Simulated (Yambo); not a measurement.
# TaN: optical spectrum with PBE

TaN:

```xyz
2
Lattice="0.0000 2.2113 2.2113 2.2113 0.0000 2.2113 2.2113 2.2113 0.0000" Properties=species:S:1:pos:R:3 pbc="T T T"
Ta    2.2113    2.2113    2.2113
N     0.0000    0.0000    0.0000
```

The cell comes from a database or a generator and needn't be the stable form of this composition.

```
Program                             : Yambo 5.3.0
Task                                : optical spectrum
Functional                          : PBE
Potentials or basis                 : PseudoDojo 0.4.1 SR PBE standard
Cutoff                              : 1143 eV
Density cutoff                      : 4572 eV
k mesh                              : 12 × 12 × 12
Occupations                         : fermi-dirac, width 0.05 eV
Spin                                : no spin polarisation
k mesh of the self-consistent run   : 12 × 12 × 12
Direction of the field or of q to 0 : x
Broadening                          : 0.1 eV
Kernel                              : long-range correction
Strength of the long-range kernel   : -0.2
Top of the energy range             : 20 eV
Energy points                       : 200
Correction of the levels            : none
Bands in the response               : 34
Cutoff of the response matrix       : 3 Ry
```

The band gap on the k mesh, mean-field level is none (metal or under the smearing width).

Dielectric function (along the field direction of the input):
```csv
energy (eV),real part,imaginary part
0.30,-58.48,3.87
0.80,-35.32,4.61
1.31,-19.33,5.03
1.81,-8.92,5.21
2.31,-6.93,3.41
2.81,-2.69,2.06
3.32,1.80,2.31
3.82,3.00,4.76
4.32,4.41,3.40
4.82,5.30,3.46
5.33,2.94,6.78
5.83,5.88,6.70
6.33,1.53,7.21
6.83,4.08,7.31
7.34,3.23,7.82
7.84,2.57,9.44
8.34,0.42,8.00
8.84,0.35,7.50
9.35,-1.23,7.91
9.85,-1.56,7.03
10.35,-0.76,6.05
10.85,-1.99,5.26
11.36,-1.99,5.41
11.86,-2.91,4.46
12.36,-3.45,2.52
12.86,-1.86,2.29
13.37,-1.64,2.09
13.87,-1.12,1.52
14.37,-1.27,1.35
14.87,-1.04,1.45
15.38,-0.96,0.84
15.88,-0.23,1.15
16.38,-0.19,1.24
16.88,-0.35,1.33
17.39,-0.27,0.95
17.89,-0.51,1.10
18.39,0.14,0.83
18.89,0.01,0.92
19.40,0.34,1.04
20.00,0.30,1.45
```

Run time: 58 s on 1 thread of Intel(R) Xeon(R) Platinum 8488C (Sapphire Rapids), with other jobs on the host.

Caveat: the intraband (Drude) term of the metal is left out; the ground state has no gap, which makes the many-body step unreliable; the long-range kernel's strength is typed, not fitted to the crystal's screening; spectra need much finer meshes, so this one isn't converged; independent-particle spectra lack excitons. The run has no spin-orbit coupling, so splittings on Ta are missing.
